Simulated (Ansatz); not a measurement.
# TePb (Fm-3m) in Ansatz: reference runs

Reference runs on TePb: the cell as given and a disturbed copy.

All numbers are computed with Ansatz 0.2.0; they aren't measurements. Logs are shortened: lines on timing, memory, paths and dates and some standing lists are left out, and cuts for length are marked.

### Step 1. The crystal as given

The structure is cubic, space group Fm-3m (No. 225). The conventional cell has a = 6.462 Å, b = 6.462 Å, c = 6.462 Å, α = 90.00°, β = 90.00°, γ = 90.00°. Around Pb (site symmetry m-3m) lie 6 Te at 3.23 Å. Te (site symmetry m-3m) has 6 Pb at 3.23 Å as nearest neighbours.

### Step 2. Single point, PBE

Contents of input.yaml:

```yaml
crystal:
  lattice:
    - [0.0, 3.231, 3.231]
    - [3.231, 0.0, 3.231]
    - [3.231, 3.231, 0.0]
  atoms:
    - { symbol: Pb, position: [0.0, 0.0, 0.0] }
    - { symbol: Te, position: [0.5, 0.5, 0.5] }
hamiltonian:
  xc: pbe
  pseudopotentials: { kind: paw }
kpoints:
  mp_grid: { grid: [7, 7, 7] }
scf:
  occupations: { method: fermi_dirac, width: 0.05 }
output:
  forces: true
  stress: true
  eigenvalues: true
```

Potentials or basis: Ansatz PAW.

Started as:

```
> ansatz run input.yaml --threads 1 --pin off --max-ram 2560MiB --backend cpu --events-out ev --progress --plain --runs-dir out
```

Output:

```text
Warning: RAYON_NUM_THREADS=1 ignored (pool sized by the plan → 1); use --threads N
Engine: ansatz 0.2.0, aarch64-unknown-linux-gnu
Pseudopotentials: kind: paw
Pseudopotential: Pb, paw, valence charge 14, recommended cutoff 420 eV (normal), Pb.paw.azcp
Pseudopotential: Te, paw, valence charge 16, recommended cutoff 420 eV (normal), Te.paw.azcp
Functional definition: PBE
  parameter kappa = 0.804
  parameter beta = 0.06672455060314922
  exchange = pbe_x(kappa = kappa, mu = beta*pi^2/3)
  correlation = pbe_c(beta = beta)
Crystal: 2 atoms, lattice volume = 67.459 Å³
Basis set: ecut = 420 eV, 1363 PW (Γ), exchange–correlation on 64×64×64 points (8 copies of the dense FFT grid, shifted against one another)
Bands: 19, of which v1, the nominal top of the filled ones, is band 15 counted from 1 (14 counted from 0)
Symmetry: 48 space group operations
Space group: Fm-3m (ITA 225), of the structure as read, at distance tolerance 4.1e-5 Å
k-points: 20 of 343
Non-local potential: Pb, projectors of the file, l = 0: 2, l = 1: 2, l = 2: 2, l = 3: 2
Non-local potential: Te, projectors of the file, l = 0: 2, l = 1: 2, l = 2: 2, l = 3: 2
PAW form: soft (Blöchl's): semilocal exchange-correlation on the pseudo side does not see the compensation charge
PAW one-centre angular grid: Pb, 590 points (default); XC on 64 Gauss nodes
PAW one-centre angular grid: Te, 590 points (default); XC on 64 Gauss nodes
Initial density: superposition of atomic densities (neutral atoms: chi_scale 0, normalization atom), corrected by the library's trained network
Initial wavefunctions: pseudopotential atomic-orbital guess
Functional: x = pbe(κ = 0.804, μ = 0.2195149727645171), c = pbe(β = 0.06672455060314922)
SCF iter   1: F=—  HF=-18887.167551 eV  |F-HF|=—  |Δ(HF+E_count)|=         —  Δρ=5.30e-4  dr2=2.31e-4  ethr=1.77e-3  ⟨swp⟩=6.2  Hψ=1966  notcnv=0
preconditioner: auto → none  [insulator: Δε(μ)=1.006 eV  Ē_g=14.732 eV  σ=0.050 eV  W_gap=1.00  n_scr=14 (ndim 8)  ℏωp=20.2 eV  f_vac=0.014  D(μ)=0.00/eV (n_scr^D=0)  ε∞_Penn≈2.9]
SCF iter   2: F=—  HF=-18887.165632 eV  |F-HF|=—  |Δ(HF+E_count)|=   1.92e-3  Δρ=3.89e-4  dr2=9.22e-5  ethr=7.71e-7  ⟨swp⟩=3.1  Hψ=988  notcnv=0
SCF iter   3: F=—  HF=-18887.165626 eV  |F-HF|=—  |Δ(HF+E_count)|=   6.85e-6  Δρ=1.86e-4  dr2=1.55e-5  ethr=3.07e-7  ⟨swp⟩=2.0  Hψ=550  notcnv=0
SCF iter   4: F=—  HF=-18887.165652 eV  |F-HF|=—  |Δ(HF+E_count)|=   2.64e-5  Δρ=7.15e-5  dr2=3.86e-6  ethr=5.16e-8  ⟨swp⟩=2.0  Hψ=680  notcnv=0
SCF iter   5: F=—  HF=-18887.165650 eV  |F-HF|=—  |Δ(HF+E_count)|=   2.12e-6  Δρ=3.18e-5  dr2=7.78e-7  ethr=1.29e-8  ⟨swp⟩=2.0  Hψ=672  notcnv=0
SCF iter   6: F=-18887.165650 eV  HF=-18887.165650 eV  |F-HF|=6.87e-8  |Δ(HF+E_count)|=   1.83e-7  Δρ=8.84e-6  dr2=5.76e-8  ethr=3.33e-10  ⟨swp⟩=4.8  Hψ=2064  notcnv=0
SCF 1 converged in 6 iterations: F = -18887.165650 eV  dr2 = 5.76e-8
SCF converged after 6 iterations
Free energy (F): -18887.165650 eV
Harris-Foulkes:  -18887.165650 eV  (|F-HF|=6.87e-8)
Internal energy: -18887.165647 eV  (E = F + TS)
E sigma→0 (E₀):  -18887.165648 eV
Entropy (-TS):   -0.000003 eV (-0.001 meV/atom)
Fermi energy:    9.109823 eV
--- Per-component energies (eV) ---
  E_band       = -316.528161
  E_kinetic    = 468.374812
  E_local      = -2385.390275  (includes V_loc(G=0)·N_el)
  E_nonlocal   = 39.816826
  E_hartree    = 1255.074117
  E_xc         = -345.569374
  E_vxc        = -237.121176  (∫ρ·V_xc dr)
  E_paw        = -15066.552443  (= ΣΔE_a)
  E_vpaw       = -712.341597  (= ΣTr[D̂ρ^β])
  E_aug_tail   = -0.000145  (compensation charges beyond the density's cutoff)
  E_ewald      = -2852.919164
  E_smearing   = -0.000003  (= −TS)
  E_closure    = 0.000000  (closes the sum)
  Σ components = -18887.165650   (vs F -18887.165650, Δ=0.00e0)
--- Forces (eV/Å), atoms counted from 1 ---
  atom   1  Pb    -0.00000000     0.00000000     0.00000000
  atom   2  Te     0.00000000    -0.00000000    -0.00000000
  max |Σ_I F_I| component: 3.88e-29 eV/Å
--- Stress (GPa, compression-positive) ---
        2.114648      -0.000000      -0.000000
       -0.000000       2.114648       0.000000
       -0.000000       0.000000       2.114648
  P = ⅓ Tr σ = 2.1146 GPa (21.146 kbar)
--- Band table (eV; the first three rows and the last of 20) ---
  k-point 0: bands = ["-27.4623", "-27.4623", "-27.4569", "-27.4569", "-27.4569", "-8.0265", "-8.0265", "-8.0180", "-8.0180", "-8.0180", "-3.3212", "3.1124", "7.3498", "7.3498", "7.3498", "12.7792", "12.7792", "12.7792", "14.5194"]
  k-point 1: bands = ["-27.4622", "-27.4622", "-27.4568", "-27.4568", "-27.4568", "-8.0291", "-8.0291", "-8.0175", "-8.0152", "-8.0152", "-3.1470", "2.5556", "7.4020", "7.4020", "7.6567", "11.8327", "12.0406", "12.0406", "14.3512"]
  k-point 2: bands = ["-27.4622", "-27.4622", "-27.4567", "-27.4566", "-27.4566", "-8.0359", "-8.0359", "-8.0166", "-8.0078", "-8.0078", "-2.6550", "1.3869", "7.5626", "7.5626", "8.1688", "10.5250", "10.8810", "10.8810", "14.9032"]
  k-point 19: bands = ["-27.4624", "-27.4620", "-27.4566", "-27.4564", "-27.4561", "-8.0695", "-8.0292", "-8.0137", "-8.0067", "-7.9938", "-1.5230", "0.6766", "4.8012", "5.4300", "8.0208", "10.6445", "13.4094", "14.2159", "14.8400"]
```

Run time: 1.8 s. Hardware: 1 thread of Arm Neoverse V1, shared host; peak memory 0.32 GiB.

What came out:

* Free energy: -18887.1656 eV
* Pressure: 2.1 GPa

Levels at points of the mesh, in eV from the Fermi level:
```
           k point  band 11  band 12  band 13  band 14  band 15  band 16  band 17  band 18  band 19
(0.00, 0.00, 0.00)   -12.43    -6.00    -1.76    -1.76    -1.76     3.67     3.67     3.67     5.41
```

Caveat: this odd mesh misses L, where the gap lies, so gap, dielectric constants and Born charges aren't listed. Spin-orbit coupling is left out, which matters for the levels of Pb, Te.

### Step 3. Single point, PBE (atoms moved at random, drawn with an rms of 0.05 Å)

Changes to input.yaml since step 2:

```diff
@@ -6,4 +6,4 @@
   atoms:
-    - { symbol: Pb, position: [0.0, 0.0, 0.0] }
-    - { symbol: Te, position: [0.5, 0.5, 0.5] }
+    - { symbol: Pb, position: [-0.00791, 0.007972, -0.004686] }
+    - { symbol: Te, position: [0.506326, 0.508106, 0.490492] }
 hamiltonian:
```

Potentials or basis: Ansatz PAW.

Started as:

```
> ansatz run input.yaml --threads 1 --pin off --max-ram 2560MiB --backend cpu --events-out ev --progress --plain --runs-dir out
```

Output:

```text
Warning: RAYON_NUM_THREADS=1 ignored (pool sized by the plan → 1); use --threads N
Engine: ansatz 0.2.0, aarch64-unknown-linux-gnu
Pseudopotentials: kind: paw
Pseudopotential: Pb, paw, valence charge 14, recommended cutoff 420 eV (normal), Pb.paw.azcp
Pseudopotential: Te, paw, valence charge 16, recommended cutoff 420 eV (normal), Te.paw.azcp
Functional definition: PBE
  parameter kappa = 0.804
  parameter beta = 0.06672455060314922
  exchange = pbe_x(kappa = kappa, mu = beta*pi^2/3)
  correlation = pbe_c(beta = beta)
Crystal: 2 atoms, lattice volume = 67.459 Å³
Basis set: ecut = 420 eV, 1363 PW (Γ), exchange–correlation on 64×64×64 points (8 copies of the dense FFT grid, shifted against one another)
Bands: 19, of which v1, the nominal top of the filled ones, is band 15 counted from 1 (14 counted from 0)
Symmetry: 1 space group operations
Space group: P1 (ITA 1), of the structure as read, at distance tolerance 4.1e-5 Å
k-points: 172 of 343 (time reversal used)
Non-local potential: Pb, projectors of the file, l = 0: 2, l = 1: 2, l = 2: 2, l = 3: 2
Non-local potential: Te, projectors of the file, l = 0: 2, l = 1: 2, l = 2: 2, l = 3: 2
PAW form: soft (Blöchl's): semilocal exchange-correlation on the pseudo side does not see the compensation charge
PAW one-centre angular grid: Pb, 590 points (default); XC on 64 Gauss nodes
PAW one-centre angular grid: Te, 590 points (default); XC on 64 Gauss nodes
Initial density: superposition of atomic densities (neutral atoms: chi_scale 0, normalization atom), corrected by the library's trained network
Initial wavefunctions: pseudopotential atomic-orbital guess
Functional: x = pbe(κ = 0.804, μ = 0.2195149727645171), c = pbe(β = 0.06672455060314922)
SCF iter   1: F=—  HF=-18887.166525 eV  |F-HF|=—  |Δ(HF+E_count)|=         —  Δρ=5.60e-4  dr2=2.73e-4  ethr=1.77e-3  ⟨swp⟩=6.4  Hψ=17004  notcnv=0
preconditioner: auto → none  [insulator: Δε(μ)=1.009 eV  Ē_g=14.733 eV  σ=0.050 eV  W_gap=1.00  n_scr=14 (ndim 8)  ℏωp=20.2 eV  f_vac=0.014  D(μ)=0.00/eV (n_scr^D=0)  ε∞_Penn≈2.9]
SCF iter   2: F=—  HF=-18887.164637 eV  |F-HF|=—  |Δ(HF+E_count)|=   1.89e-3  Δρ=3.83e-4  dr2=9.18e-5  ethr=9.08e-7  ⟨swp⟩=3.3  Hψ=8656  notcnv=0
SCF iter   3: F=—  HF=-18887.164632 eV  |F-HF|=—  |Δ(HF+E_count)|=   4.93e-6  Δρ=1.78e-4  dr2=1.41e-5  ethr=3.06e-7  ⟨swp⟩=2.0  Hψ=4772  notcnv=0
SCF iter   4: F=—  HF=-18887.164658 eV  |F-HF|=—  |Δ(HF+E_count)|=   2.60e-5  Δρ=6.44e-5  dr2=3.05e-6  ethr=4.70e-8  ⟨swp⟩=2.0  Hψ=5848  notcnv=0
SCF iter   5: F=—  HF=-18887.164657 eV  |F-HF|=—  |Δ(HF+E_count)|=   1.68e-6  Δρ=2.66e-5  dr2=5.31e-7  ethr=1.02e-8  ⟨swp⟩=2.0  Hψ=5848  notcnv=0
SCF iter   6: F=-18887.164657 eV  HF=-18887.164657 eV  |F-HF|=3.65e-8  |Δ(HF+E_count)|=   9.09e-9  Δρ=6.65e-6  dr2=3.37e-8  ethr=3.33e-10  ⟨swp⟩=4.8  Hψ=17956  notcnv=0
SCF 1 converged in 6 iterations: F = -18887.164657 eV  dr2 = 3.37e-8
SCF converged after 6 iterations
Free energy (F): -18887.164657 eV
Harris-Foulkes:  -18887.164657 eV  (|F-HF|=3.65e-8)
Internal energy: -18887.164654 eV  (E = F + TS)
E sigma→0 (E₀):  -18887.164656 eV
Entropy (-TS):   -0.000002 eV (-0.001 meV/atom)
Fermi energy:    9.111400 eV
--- Per-component energies (eV) ---
  E_band       = -316.535269
  E_kinetic    = 468.403847
  E_local      = -2386.061192  (includes V_loc(G=0)·N_el)
  E_nonlocal   = 39.815385
  E_hartree    = 1255.401813
  E_xc         = -345.575797
  E_vxc        = -237.130337  (∫ρ·V_xc dr)
  E_paw        = -15066.560821  (= ΣΔE_a)
  E_vpaw       = -712.356219  (= ΣTr[D̂ρ^β])
  E_aug_tail   = -0.000147  (compensation charges beyond the density's cutoff)
  E_ewald      = -2852.587742
  E_smearing   = -0.000002  (= −TS)
  E_closure    = 0.000000  (closes the sum)
  Σ components = -18887.164657   (vs F -18887.164657, Δ=0.00e0)
--- Forces (eV/Å), atoms counted from 1 ---
  atom   1  Pb    -0.00922603     0.01869283     0.02897983
  atom   2  Te     0.00923445    -0.01870989    -0.02900507
  max |Σ_I F_I| component: 2.52e-5 eV/Å
--- Stress (GPa, compression-positive) ---
        2.120318      -0.003478      -0.005300
       -0.003478       2.147108       0.010632
       -0.005300       0.010632       2.194524
  P = ⅓ Tr σ = 2.1540 GPa (21.540 kbar)
--- Band table (eV; the first three rows and the last of 172) ---
  k-point 0: bands = ["-27.4647", "-27.4643", "-27.4592", "-27.4592", "-27.4587", "-8.0240", "-8.0239", "-8.0155", "-8.0152", "-8.0151", "-3.3245", "3.1153", "7.3444", "7.3499", "7.3537", "12.7583", "12.7670", "12.7820", "14.5202"]
  k-point 1: bands = ["-27.4646", "-27.4642", "-27.4591", "-27.4591", "-27.4586", "-8.0266", "-8.0265", "-8.0147", "-8.0125", "-8.0123", "-3.1502", "2.5577", "7.3983", "7.4035", "7.6560", "11.8215", "12.0388", "12.0505", "14.3491"]
  k-point 2: bands = ["-27.4646", "-27.4642", "-27.4590", "-27.4589", "-27.4585", "-8.0336", "-8.0334", "-8.0138", "-8.0052", "-8.0050", "-2.6581", "1.3878", "7.5555", "7.5611", "8.1683", "10.5230", "10.8857", "10.8937", "14.9008"]
  k-point 171: bands = ["-27.4645", "-27.4642", "-27.4588", "-27.4587", "-27.4583", "-8.0460", "-8.0366", "-8.0110", "-8.0005", "-7.9978", "-1.8248", "0.2733", "6.4070", "7.4230", "7.8957", "10.3083", "10.5432", "11.9012", "16.1450"]
```

Wall time 23 s (1 thread of Arm Neoverse V1, shared host); peak memory 0.5 GiB.

Results:

```yaml
Free_energy: -18887.1647 eV
Pressure: 2.2 GPa
Largest_force: 0.036 eV/Å
Band_gap_on_the_k_mesh: 1.01 eV, direct
```

Forces on the atoms (eV/Å):
```
Pb  -0.009  0.019  0.029
Te   0.009 -0.019 -0.029
```

Levels at points of the mesh, in eV from the valence-band top:
| k point | band 13 | band 14 | band 15 | band 16 | band 17 | band 18 |
| --- | --- | --- | --- | --- | --- | --- |
| (0.00, 0.00, 0.00) | -1.26 | -1.25 | -1.25 | 4.16 | 4.17 | 4.18 |

Caveat: odd divisions of the mesh miss points on the zone boundary, where band edges often lie, so the gap on the mesh can be too wide; spin-orbit coupling is left out, which as a rule narrows the gap of such compounds by several tenths of an eV. A k mesh can miss the band edges.
